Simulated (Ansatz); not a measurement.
An Ansatz run on zincblende BeTe left the output below. The cell was relaxed with r2SCAN and then strained, so it isn't that functional's minimum.

The cell given to it:
```
Be Te
1.0
     0.00000    2.82862    2.82862
     2.82862    0.00000    2.82862
     2.82862    2.82862    0.00000
Be Te
1 1
Direct
  0.00000 0.00000 0.00000
  0.25000 0.25000 0.25000
```

Main lines of the log:
```
Functional definition: r2SCAN
Crystal: 2 atoms, lattice volume = 45.264 Å³
Basis set: ecut = 500 eV, 1139 PW (Γ)
Bands: 13, of which v1, the nominal top of the filled ones, is band 9 counted from 1 (8 counted from 0)
Symmetry: 24 space group operations
k-points: 46 of 216 (irreducible under 4 space group operations, time reversal used)
SCF converged after 7 iterations
Free energy (F): -7089.084379 eV
Fermi energy:    7.068541 eV
--- Dielectric response (ions clamped): 3 representative field directions + reference, inside a basis on a mesh of 216 k-points ---
  ε∞ (high-frequency dielectric tensor):
        6.880996     0.000000     0.000000
        0.000000     6.880996     0.000000
        0.000000     0.000000     6.880996
  Born effective charges Z* (e; rows j = field, columns β = displacement):
    site 0:
         1.44333    0.00000    0.00000
         0.00000    1.44333    0.00000
         0.00000    0.00000    1.44333
    site 1:
        -1.44333    0.00000    0.00000
         0.00000   -1.44333    0.00000
         0.00000    0.00000   -1.44333
  ε∞ is read to err by 1.9e-2, Z* by 1.7e-2 e
```

Question: Write the input file that gave this output.

Answer:
```yaml
crystal:
  # lattice and atoms as above
kpoints:
  mp_grid: { grid: [6, 6, 6] }
hamiltonian:
  xc: r2scan
scf:
  occupations: { method: fixed }
dielectric: {}
```
A response with clamped ions alone is the dielectric block. This is the file that was run; thresholds and some counts can't be read off the log exactly.

Run as `ansatz run input.yaml --threads 2 --pin off --max-ram 29491MiB --backend cpu --events-out ev --progress --plain --runs-dir out`. Wall time 23 s on 2 threads of AMD EPYC 7R13 Processor (Zen 3) (shared host), load about 0.7 per core; peak host memory 0.86 GiB.

Spin-unpolarised throughout; all numbers are computed.
